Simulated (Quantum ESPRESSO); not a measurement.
The system is Sn.

```
CELL_PARAMETERS angstrom
-2.94014 2.94014 1.59930
2.94014 -2.94014 1.59930
2.94014 2.94014 -1.59930
ATOMIC_POSITIONS crystal
Sn 0.00000 0.00000 0.00000
Sn 0.75000 0.25000 0.50000
```

Base run:

| Item | Value |
| --- | --- |
| Program | Quantum ESPRESSO 7.5 |
| Functional | PBE |
| Potentials or basis | PseudoDojo 0.4.1 SR PBE standard |
| Cutoff | 980 eV |
| Density cutoff | 3918 eV |
| k mesh | 9 × 9 × 9 |
| Occupations | fermi-dirac, width 0.05 eV |
| Spin | no spin polarisation |

Its results: band gap on the k mesh none (metal or under the smearing width); pressure 1.4 GPa.

Task: The run is repeated on the same cell with these changes: functional from PBE to PBEsol; potentials or basis from PseudoDojo 0.4.1 SR PBE standard to PseudoDojo 0.4.1 SR PBEsol standard. What comes out?

Result: Band gap on the k mesh none (metal or under the smearing width); pressure -1.4 GPa.

Caveats: spin-orbit coupling is left out, which moves the levels of the heavy elements.
